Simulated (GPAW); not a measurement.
Crystal: Ni.

```
Ni
1.0
     2.44802    0.00000    0.00000
    -1.22401    2.12005    0.00000
     0.00000    0.00000    4.07281
Ni
2
Direct
  0.66667 0.33333 0.75000
  0.33333 0.66667 0.25000
```

This isn't the form of Ni at room conditions, which is fcc.

Base run:

```yaml
Program: GPAW 26.7.0
Functional: PBE
Potentials_or_basis: GPAW PAW data sets (gpaw-data 1.2.1)
Cutoff: 600 eV
Basis: pw
k_mesh: 12 × 12 × 7
Occupations: fermi-dirac, width 0.05 eV
Spin: collinear spin, ferromagnetic start
Starting_moments: "[0.0, 1.0] μB"
Fixed_moment: 1 μB
```

Its results: pressure 8.9 GPa; site moments Ni +0.53 μB.

Question: The run is repeated on the same cell with these changes: fixed moment from 1 μB to 2 μB; moments at the start from [0.0, 1.0] to [1.0, 1.0]. What comes out?

Answer: Pressure 12.9 GPa; site moments Ni +1.01 μB.

Caveats: the stock nickel data set gives pressures a few GPa off other programs; the total moment is fixed, so each spin has its own Fermi level.
